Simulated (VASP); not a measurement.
Data:

```
CoPt
1.0
    2.69372     0.00000     0.00000
    0.00000     2.69372     0.00000
    0.00000     0.00000     3.71684
Co Pt
1 1
Direct
  0.00000   0.00000   0.00000
  0.50000   0.50000   0.50000
```
Starting moments (μB, in the order of the record's atoms Co Pt): 1.9 0.4.

All values below come from PBE GGA, VASP's PBE PAW potentials (set 64) (plane waves; VASP). Settings: 520 eV cut-off, Gaussian smearing of 0.050 eV, potentials Co Pt.

**Question.** Give the spin-up energies of bands 1 to 13 at the high-symmetry points, in eV from the Fermi level.

**Answer.** 
```tsv
band	Γ	X	M	Z	R	A
1	-9.64	-6.21	-6.90	-7.83	-6.59	-6.20
2	-6.25	-4.90	-5.66	-5.86	-6.47	-4.92
3	-6.24	-4.50	-5.66	-5.68	-3.63	-4.92
4	-3.35	-4.20	-5.53	-3.49	-3.61	-3.86
5	-3.35	-3.32	-1.19	-2.80	-3.32	-3.35
6	-2.92	-3.03	-1.05	-2.26	-2.75	-3.35
7	-1.99	-2.69	-0.57	-2.26	-1.15	-1.91
8	-1.65	-2.36	-0.57	-2.26	-0.91	-1.72
9	-0.47	-2.11	-0.49	-2.13	-0.52	-1.19
10	-0.44	-1.59	0.69	-2.13	-0.50	0.70
11	-0.44	0.12	1.77	-1.74	-0.40	6.94
12	2.25	2.24	1.77	-0.76	-0.39	6.94
13	9.70	10.36	7.92	15.82	4.86	7.57
```

**Question.** Give the spin-down energies of bands 1 to 13 at the high-symmetry points, in eV from the Fermi level.

**Answer.** 
```csv
band,Γ,X,M,Z,R,A
1,-9.61,-6.10,-6.65,-7.78,-6.31,-6.04
2,-5.91,-4.68,-5.03,-5.60,-6.07,-4.71
3,-5.91,-4.32,-5.03,-5.53,-2.95,-4.71
4,-2.41,-3.68,-4.84,-2.58,-2.92,-2.45
5,-2.41,-2.44,0.59,-1.93,-2.35,-1.71
6,-1.38,-1.60,0.71,-1.83,-1.19,-1.71
7,-0.79,-1.58,0.79,-1.83,-0.53,-1.45
8,-0.26,-1.27,1.07,-0.77,-0.39,-0.27
9,0.69,-0.43,1.13,-0.47,0.62,0.80
10,1.08,0.01,1.13,-0.19,0.68,1.08
11,1.08,1.63,1.78,-0.19,0.81,7.43
12,2.29,2.53,1.78,0.33,0.82,7.43
13,10.15,10.75,8.41,15.96,5.54,8.15
```

It has no gap at this level: it comes out as a metal or semimetal.

The compound is CoPt in the L1_0 structure. It was relaxed first.
